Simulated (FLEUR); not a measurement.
Crystal: GaP.

```xyz
2
Lattice="0.0000 2.7252 2.7252 2.7252 0.0000 2.7252 2.7252 2.7252 0.0000" Properties=species:S:1:pos:R:3 pbc="T T T"
Ga    0.0000    0.0000    0.0000
P     4.0879    4.0879    4.0879
```

Base run:

```yaml
Program: FLEUR MaX-R8.1 (later development tree)
Functional: PBE
Potentials_or_basis: all-electron
Basis: FLAPW
Kmax: 5.21 1/bohr
k_mesh: 8 × 8 × 8
Occupations: fermi-dirac, width 0.05 eV
Spin: no spin polarisation
```

Its results: band gap on the k mesh 1.65 eV, indirect (least direct gap 1.83 eV).

Q: The run is repeated on the same cell with these changes: functional from PBE to PBEsol. What comes out?

A: Band gap on the k mesh 1.52 eV, indirect (least direct gap 1.75 eV).

A k mesh can miss the band edges.

Not every run made on this cell is shown here.
